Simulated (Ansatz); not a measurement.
**Errors in the atomisation enthalpy at 298 K**

8 molecules with nitrogen; the atomisation enthalpy at 298 K in kJ/mol, computed less measured. Shapes, held fixed at every level: PBE0-D4/def2-TZVP. Flexible molecules stand in one conformer, not always the lowest. Thermal terms are harmonic and unscaled (PBE0-D4/def2-TZVP); the spin-orbit lowering of the free atoms is taken from their spectra. Programs: Ansatz 0.2.0. Measured values: Active Thermochemical Tables, CRC Handbook of Chemistry and Physics, NIST-JANAF tables.

Levels: A = wB97M-V/def2-TZVPP; B = CCSD(T)/def2-SVP; C = CCSD(T)/CBS estimate.

| molecule | from tabulated heats | A | B | C |
| --- | --- | --- | --- | --- |
| NF3 (nitrogen trifluoride) | 843 | +22 | -137 | -3 |
| C2F3N (cyanotrifluoromethane) | 2640 | +15 | -140 | -11 |
| CH3NO (formamide) | 2286 | +9 | -153 | -10 |
| N2H4 (SMILES NN) | 1721 | +15 | -170 | 0 |
| C3H5N (propanenitrile) | 3661 | +3 | -173 | -17 |
| C2H8N2 (ethylenediamine) | 4141 | +16 | -256 | -4 |
| C4H7N (isobutyronitrile) | 4843 | +2 | -217 | -21 |
| C4H9NO (dimethylacetamide) | 5779 | +19 | -270 | -12 |

Problem. Sum up the errors.

Solution. 
```json
{"level": "wB97M-V/def2-TZVPP", "kind": "range-separated hybrid", "mean error": "+12.6", "mean absolute error": "12.6", "worst case": "NF3"}
{"level": "CCSD(T)/def2-SVP", "kind": "coupled cluster or CI", "mean error": "-189.5", "mean absolute error": "189.5", "worst case": "C4H9NO"}
{"level": "CCSD(T)/CBS estimate", "kind": "coupled cluster or CI", "mean error": "-9.8", "mean absolute error": "9.8", "worst case": "C4H7N"}
```

On this set CCSD(T)/CBS estimate has the smallest mean absolute error and CCSD(T)/def2-SVP the largest. wB97M-V/def2-TZVPP is too high in 8 of 8; CCSD(T)/def2-SVP is too low in 8 of 8; CCSD(T)/CBS estimate is too low in 7 of 8. The heats of NF3, C2F3N come from older tables and can be uncertain by 10 kJ/mol or more. For CCSD(T)/def2-SVP the error grows with the size of the molecule. Correlated wave functions converge slowly with the basis. The CBS estimate extrapolates MP2 from def2-TZVPP and def2-QZVPP and adds CCSD(T) − MP2 in the triple-zeta set, cores frozen. The set is small.
